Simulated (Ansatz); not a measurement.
A 3-atom cell of SnS2 started from a crystallographic database (r2SCAN+rVV10 geometry), in Ansatz:

```cif
data_structure
_symmetry_space_group_name_H-M 'P-3m1'
_symmetry_Int_Tables_number 164
_cell_length_a 3.6608
_cell_length_b 3.6608
_cell_length_c 5.9618
_cell_angle_alpha 90.000
_cell_angle_beta 90.000
_cell_angle_gamma 120.000
_cell_volume 69.19
loop_
_atom_site_label
_atom_site_type_symbol
_atom_site_symmetry_multiplicity
_atom_site_Wyckoff_symbol
_atom_site_fract_x
_atom_site_fract_y
_atom_site_fract_z
_atom_site_occupancy
Sn1 Sn 1 a 0.00000 0.00000 0.00000 1
S1 S 2 d 0.33333 0.66667 0.24559 1
```

G0W0@PBE with 379 empty bands, a screening cutoff of 180 eV and a 6×6×4 mesh (PAW, contour deformation) gives 2.342 eV over the mesh points, from a PBE gap of 1.496 eV; it sums over 392 bands with 379 plane waves in the screening and a wave cutoff of 420 eV. The G0W0 figures hold for the stated bands, cutoff and mesh and aren't extrapolated. No spin polarisation and no zero-point or thermal motion.

**Question.** Estimate the gap with empty bands 157, screening cutoff 100 eV.

**Answer.** 2.330 eV (-0.012 eV), from a Kohn-Sham gap of 1.496 eV.

**Question.** Estimate the gap with starting point PBE0.

**Answer.** 2.964 eV (+0.622 eV), from a Kohn-Sham gap of 3.090 eV.

**Question.** Estimate the gap with empty bands 736, screening cutoff 260 eV.

**Answer.** 2.346 eV (+0.004 eV), from a Kohn-Sham gap of 1.496 eV.

**Question.** Estimate the gap with potentials of the kind norm-conserving.

**Answer.** 2.371 eV (+0.029 eV), from a Kohn-Sham gap of 1.498 eV.

Spin-orbit coupling is left out, which matters wherever the heavy atoms make up the band edges.

The program warns that the k mesh is coarse for exact exchange in some of these runs, so their gaps aren't converged.
